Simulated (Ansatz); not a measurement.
Gd:

```
Gd
1.0
     3.63600    0.00000    0.00000
    -1.81800    3.14887    0.00000
     0.00000    0.00000    5.78260
Gd
2
Direct
  0.66667 0.33333 0.75000
  0.33333 0.66667 0.25000
```

Base run:

| Item | Value |
| --- | --- |
| Program | Ansatz 0.2.0 |
| Functional | PBE |
| Potentials or basis | Ansatz PAW |
| Cutoff | 420 eV (not typed: the program's choice for these potentials) |
| k mesh | 7 × 7 × 4 |
| Occupations | fermi-dirac, width 0.05 eV |
| Spin | collinear spin, ferromagnetic start |
| Starting moments | [1.75, 1.75] μB |
| Fixed moment | 3.5 μB |

Its results: pressure 4.0 GPa; site moments Gd +2.34 μB.

Question: The run is repeated on the same cell with these changes: fixed moment from 3.5 μB to 21 μB; moments at the start from [1.75, 1.75] to [10.5, 10.5]. What comes out?

Answer: Pressure 3.1 GPa; site moments Gd +9.20 μB.

Caveats: the total moment is fixed, so each spin has its own Fermi level; the thresholds are loose for stress.
